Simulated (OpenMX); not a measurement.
# Ru (P6_3/mmc) in OpenMX: a series of runs, part 2 of 2

OpenMX 3.8.5.

## (3) Band structure, PBE

Contents of Ru.dat:

```
System.CurrrentDirectory             ./
System.Name                          Ru
DATA.PATH                            ./DFT_DATA13
level.of.stdout                      1
level.of.fileout                     1
Species.Number                       1
<Definition.of.Atomic.Species
  Ru  Ru7.0-s2p1d1           Ru_PBE13
Definition.of.Atomic.Species>

Atoms.Number                         2
Atoms.SpeciesAndCoordinates.Unit     FRAC
<Atoms.SpeciesAndCoordinates
    1  Ru    0.6666666667    0.3333333333    0.7500000000   7.000  7.000
    2  Ru    0.3333333333    0.6666666667    0.2500000000   7.000  7.000
Atoms.SpeciesAndCoordinates>

Atoms.UnitVectors.Unit               Ang
<Atoms.UnitVectors
     2.7058000000    0.0000000000    0.0000000000
    -1.3529000000    2.3432915376    0.0000000000
     0.0000000000    0.0000000000    4.2819000000
Atoms.UnitVectors>

scf.XcType                           GGA-PBE
scf.SpinPolarization                 off
scf.ElectronicTemperature            580.226
scf.energycutoff                     400.0
scf.maxIter                          100
scf.EigenvalueSolver                 band
scf.Kgrid                            9 9 5
scf.Mixing.Type                      rmm-diisk
scf.Init.Mixing.Weight               0.05
scf.Min.Mixing.Weight                0.001
scf.Max.Mixing.Weight                0.3
scf.Mixing.History                   25
scf.Mixing.StartPulay                8
scf.criterion                        1.0e-8
scf.stress.tensor                    on
MD.Type                              nomd
Band.dispersion                      on
Band.Nkpath                          9
<Band.kpath
    8   0.000000  0.000000  0.000000    0.500000  0.000000  0.000000  G M
    5   0.500000  0.000000  0.000000    0.333333  0.333333  0.000000  M K
   10   0.333333  0.333333  0.000000    0.000000  0.000000  0.000000  K G
    5   0.000000  0.000000  0.000000    0.000000  0.000000  0.500000  G A
    8   0.000000  0.000000  0.500000    0.500000  0.000000  0.500000  A L
    5   0.500000  0.000000  0.500000    0.333333  0.333333  0.500000  L H
   10   0.333333  0.333333  0.500000    0.000000  0.000000  0.500000  H A
    5   0.500000  0.000000  0.500000    0.500000  0.000000  0.000000  L M
    5   0.333333  0.333333  0.000000    0.333333  0.333333  0.500000  K H
Band.kpath>
```

Potentials or basis: OpenMX 2013 PBE set, Ru7.0-s2p1d1, grid cutoff 400 Ry.

The run is started by

```console
> openmx Ru.dat -nt 1 > Ru.std
```

Ru.out:

```text
Required cutoff energy (Ryd) for 3D-grids = 400.0000
      Used cutoff energy (Ryd) for 3D-grids = 394.6076, 394.6076, 376.8505
  Num. of grids of a-, b-, and c-axes = 28, 28, 50

  Num.Grid1.    28
  Num.Grid2.    28
  Num.Grid3.    50

  Cell_Volume =    183.212476192105 (Bohr^3)
  GridVol     =      0.004673787658 (Bohr^3)
  Cell vectors (bohr) of the grid cell (gtv)
    gtv_a =  0.182615020711,  0.000000000000,  0.000000000000
    gtv_b = -0.091307510355,  0.158149247051,  0.000000000000
    gtv_c =  0.000000000000,  0.000000000000,  0.161832354210
    |gtv_a| =  0.182615020711
    |gtv_b| =  0.182615020713
    |gtv_c| =  0.161832354210

***********************************************************

***********************************************************
                  SCF history at MD= 1
***********************************************************

   SCF=   1  NormRD=  1.000000000000  Uele= -25.083405546313
   SCF=   2  NormRD=  0.458240766872  Uele= -25.117732216471
   SCF=   3  NormRD=  0.426715532585  Uele= -25.153593884445
   SCF=   4  NormRD=  0.287362927024  Uele= -25.311733009115
[... 162 lines left out ...]
  px          0    0.999287776  0.999287776   1.998575551   0.000000000
  py          0    0.999286198  0.999286198   1.998572396   0.000000000
  pz          0    0.999373852  0.999373852   1.998747705   0.000000000
   sum over m      2.997947826  2.997947826   5.995895652   0.000000000
   sum over m+mul  2.997947826  2.997947826   5.995895652   0.000000000
  d3z^2-r^2   0    0.700455421  0.700455421   1.400910841   0.000000000
  dx^2-y^2    0    0.712116760  0.712116760   1.424233521   0.000000000
  dxy         0    0.712697718  0.712697718   1.425395437   0.000000000
  dxz         0    0.718002742  0.718002742   1.436005484   0.000000000
  dyz         0    0.717946694  0.717946694   1.435893388   0.000000000
   sum over m      3.561219336  3.561219336   7.122438671   0.000000000
   sum over m+mul  3.561219336  3.561219336   7.122438671   0.000000000

    2   Ru          Up spin      Down spin     Sum           Diff
            multiple
  s           0    0.431292782  0.431292782   0.862585563   0.000000000
   sum over m      0.431292782  0.431292782   0.862585563   0.000000000
  s           1    0.009540055  0.009540055   0.019080111   0.000000000
   sum over m      0.009540055  0.009540055   0.019080111   0.000000000
   sum over m+mul  0.440832837  0.440832837   0.881665674   0.000000000
  px          0    0.999287776  0.999287776   1.998575551   0.000000000
  py          0    0.999286198  0.999286198   1.998572396   0.000000000
  pz          0    0.999373852  0.999373852   1.998747705   0.000000000
   sum over m      2.997947826  2.997947826   5.995895652   0.000000000
   sum over m+mul  2.997947826  2.997947826   5.995895652   0.000000000
  d3z^2-r^2   0    0.700455421  0.700455421   1.400910842   0.000000000
  dx^2-y^2    0    0.712116761  0.712116761   1.424233522   0.000000000
  dxy         0    0.712697719  0.712697719   1.425395438   0.000000000
  dxz         0    0.718002743  0.718002743   1.436005485   0.000000000
  dyz         0    0.717946695  0.717946695   1.435893390   0.000000000
   sum over m      3.561219339  3.561219339   7.122438677   0.000000000
   sum over m+mul  3.561219339  3.561219339   7.122438677   0.000000000

***********************************************************
       xyz-coordinates (Ang) and forces (Hartree/Bohr)
***********************************************************

<coordinates.forces
  2
    1    Ru     1.35290   0.78110   3.21142   0.000020602025  0.000241791398 -0.000000001451
    2    Ru    -0.00000   1.56219   1.07048  -0.000020602025 -0.000241791398  0.000000001451
coordinates.forces>

***********************************************************
       Fractional coordinates of the final structure
***********************************************************

     1     Ru     0.66666666670000   0.33333333330000   0.75000000000000
     2     Ru     0.33333333330000   0.66666666670000   0.25000000000000
```

Run time: 2.6 min. Hardware: 1 thread of Intel Xeon at 2.50GHz (Skylake/Cascade Lake), shared host; peak memory 0.49 GiB.

These settings aren't checked as converged: the numbers below hold their error.

Results:

| Property | Result |
| --- | --- |
| Free energy | -3858.6539 eV |
| Pressure | 18.7 GPa |
| Largest force | 0.012 eV/Å |
| Band gap along the path | none (metal or under the smearing width) |

Caveat: the basis of atomic orbitals isn't converged, which shifts pressures, moduli and gaps.

## (4) Band structure, PBE

Ru.dat: that of step 3 with these lines changed.

```diff
@@ -7,3 +7,3 @@
 <Definition.of.Atomic.Species
-  Ru  Ru7.0-s2p1d1           Ru_PBE13
+  Ru  Ru7.0-s3p2d1           Ru_PBE13
 Definition.of.Atomic.Species>
```

Potentials or basis: OpenMX 2013 PBE set, Ru7.0-s3p2d1, grid cutoff 400 Ry.

The run is started by

```console
> openmx Ru.dat -nt 1 > Ru.std
```

Ru.out:

```text
Required cutoff energy (Ryd) for 3D-grids = 400.0000
      Used cutoff energy (Ryd) for 3D-grids = 394.6076, 394.6076, 376.8505
  Num. of grids of a-, b-, and c-axes = 28, 28, 50

  Num.Grid1.    28
  Num.Grid2.    28
  Num.Grid3.    50

  Cell_Volume =    183.212476192105 (Bohr^3)
  GridVol     =      0.004673787658 (Bohr^3)
  Cell vectors (bohr) of the grid cell (gtv)
    gtv_a =  0.182615020711,  0.000000000000,  0.000000000000
    gtv_b = -0.091307510355,  0.158149247051,  0.000000000000
    gtv_c =  0.000000000000,  0.000000000000,  0.161832354210
    |gtv_a| =  0.182615020711
    |gtv_b| =  0.182615020713
    |gtv_c| =  0.161832354210

***********************************************************

***********************************************************
                  SCF history at MD= 1
***********************************************************

   SCF=   1  NormRD=  1.000000000000  Uele= -25.173767004138
   SCF=   2  NormRD=  1.344528952953  Uele= -25.278456629757
   SCF=   3  NormRD=  1.310684870689  Uele= -25.308587863264
   SCF=   4  NormRD=  0.751682749745  Uele= -25.804088837059
[... 188 lines left out ...]
  dx^2-y^2    0    0.688718241  0.688718241   1.377436482   0.000000000
  dxy         0    0.689307573  0.689307573   1.378615146   0.000000000
  dxz         0    0.696761409  0.696761409   1.393522818   0.000000000
  dyz         0    0.696677279  0.696677279   1.393354559   0.000000000
   sum over m      3.449855012  3.449855012   6.899710024   0.000000000
   sum over m+mul  3.449855012  3.449855012   6.899710024   0.000000000

    2   Ru          Up spin      Down spin     Sum           Diff
            multiple
  s           0    0.243970026  0.243970026   0.487940052   0.000000000
   sum over m      0.243970026  0.243970026   0.487940052   0.000000000
  s           1    0.008337430  0.008337430   0.016674860   0.000000000
   sum over m      0.008337430  0.008337430   0.016674860   0.000000000
  s           2    0.002115918  0.002115918   0.004231836   0.000000000
   sum over m      0.002115918  0.002115918   0.004231836   0.000000000
   sum over m+mul  0.254423374  0.254423374   0.508846748   0.000000000
  px          0    0.997900241  0.997900241   1.995800482   0.000000000
  py          0    0.997901724  0.997901724   1.995803448   0.000000000
  pz          0    0.998050621  0.998050621   1.996101241   0.000000000
   sum over m      2.993852585  2.993852585   5.987705171   0.000000000
  px          1    0.102028765  0.102028765   0.204057530   0.000000000
  py          1    0.102226620  0.102226620   0.204453239   0.000000000
  pz          1    0.097613644  0.097613644   0.195227289   0.000000000
   sum over m      0.301869029  0.301869029   0.603738057   0.000000000
   sum over m+mul  3.295721614  3.295721614   6.591443228   0.000000000
  d3z^2-r^2   0    0.678390509  0.678390509   1.356781018   0.000000000
  dx^2-y^2    0    0.688718241  0.688718241   1.377436482   0.000000000
  dxy         0    0.689307573  0.689307573   1.378615146   0.000000000
  dxz         0    0.696761409  0.696761409   1.393522818   0.000000000
  dyz         0    0.696677279  0.696677279   1.393354559   0.000000000
   sum over m      3.449855012  3.449855012   6.899710024   0.000000000
   sum over m+mul  3.449855012  3.449855012   6.899710024   0.000000000

***********************************************************
       xyz-coordinates (Ang) and forces (Hartree/Bohr)
***********************************************************

<coordinates.forces
  2
    1    Ru     1.35290   0.78110   3.21142   0.000024431836  0.000239599902 -0.000000009358
    2    Ru    -0.00000   1.56219   1.07048  -0.000024431836 -0.000239599902  0.000000009358
coordinates.forces>

***********************************************************
       Fractional coordinates of the final structure
***********************************************************

     1     Ru     0.66666666670000   0.33333333330000   0.75000000000000
     2     Ru     0.33333333330000   0.66666666670000   0.25000000000000
```

Run time: 5 min. Hardware: 1 thread of Intel Xeon at 2.50GHz (Skylake/Cascade Lake), shared host; peak memory 0.56 GiB.

What came out:

```
Free energy             : -3860.3784 eV
Pressure                : 14.2 GPa
Largest force           : 0.012 eV/Å
Band gap along the path : none (metal or under the smearing width)
```

Forces on the atoms (eV/Å):
```
Ru   0.001  0.012  0.000
Ru  -0.001 -0.012  0.000
```

Levels at the corners of the path, in eV from the Fermi level:
```
point  band 12  band 13  band 14  band 15  band 16  band 17
    Γ    -2.05    -2.04    -1.48    -1.48     1.05     1.06
    M    -1.91    -1.66     1.24     1.67     1.75     3.96
    K    -2.96    -1.21     0.91     0.91     1.29     7.16
    Γ    -2.05    -2.04    -1.48    -1.48     1.05     1.06
    A    -2.89    -2.82    -2.82     0.40     0.40     0.41
    L    -1.18     0.37     0.37     1.48     1.48     3.35
    H    -2.86    -1.27    -1.27     1.16     1.16     8.48
  A|L    -2.89    -2.82    -2.82     0.40     0.40     0.41
  M|K    -1.91    -1.66     1.24     1.67     1.75     3.96
    H    -2.86    -1.27    -1.27     1.16     1.16     8.48
```

Caveat: the basis of atomic orbitals isn't converged, which shifts pressures, moduli and gaps.

## (5) For comparison

An earlier run on the cell as given: functional PBE; potentials or basis OpenMX 2013 PBE set, Ru7.0-s3p2d2, fixed grid of 28 × 28 × 50 points; k mesh 11 × 11 × 7; occupations fermi-dirac, width 0.05 eV; no spin polarisation.

- Largest force: 0.012 eV/Å
- Band gap on the k mesh: none (metal or under the smearing width)
